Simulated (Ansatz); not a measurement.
Crystal: MoSe2.

```
CELL_PARAMETERS angstrom
3.28800 0.00000 0.00000
-1.64400 2.84749 0.00000
0.00000 0.00000 12.90000
ATOMIC_POSITIONS crystal
Mo 0.66667 0.33333 0.75000
Mo 0.33333 0.66667 0.25000
Se 0.66667 0.33333 0.37500
Se 0.33333 0.66667 0.87500
Se 0.66667 0.33333 0.12500
Se 0.33333 0.66667 0.62500
```

- Program: Ansatz 0.2.0
- Task: relaxation of cell and atoms
- Functional: PBEsol
- Potentials or basis: Ansatz PAW
- Cutoff: 420 eV (not typed: the program's choice for these potentials)
- k mesh: 9 × 9 × 2
- Occupations: fermi-dirac, width 0.05 eV
- Spin: no spin polarisation
- Hubbard terms: Mo d U = 6 eV

At the start: volume 20.13 Å³/atom.

Problem. Where does the relaxation end?

Solution. It ends after 4 steps and the volume is 20.15 Å³/atom (+0.1 %); space group P6_3/mmc (No. 194, to 0.05 Å).

Step by step:
```
step  energy change (eV)  largest force (eV/Å)  volume (Å³)
   1              0.0000                0.7373       120.78
   2             -0.0621                0.0755       121.17
   3             -0.0632                0.0041       120.91
   4             -0.0632                0.0041       120.91
```

Final structure:
```xyz
6
Lattice="3.2734 0.0000 0.0000 -1.6367 2.8349 0.0000 0.0000 0.0000 13.0294" Properties=species:S:1:pos:R:3 pbc="T T T"
Mo    1.6367    0.9450    9.7721
Mo    0.0000    1.8899    3.2574
Se    1.6367    0.9450    4.9167
Se    0.0000    1.8899   11.4315
Se    1.6367    0.9450    1.5980
Se    0.0000    1.8899    8.1127
```

Caveat: the plane-wave basis is chosen anew once the cell has moved, so the energies of steps on either side of that aren't comparable; this functional lacks dispersion, which binds the layers, so the pressure and a relaxed spacing across them are unreliable; the PAW data sets come from PBE, with cores solved anew for the run's functional, which leaves a small shift of forces and pressure.
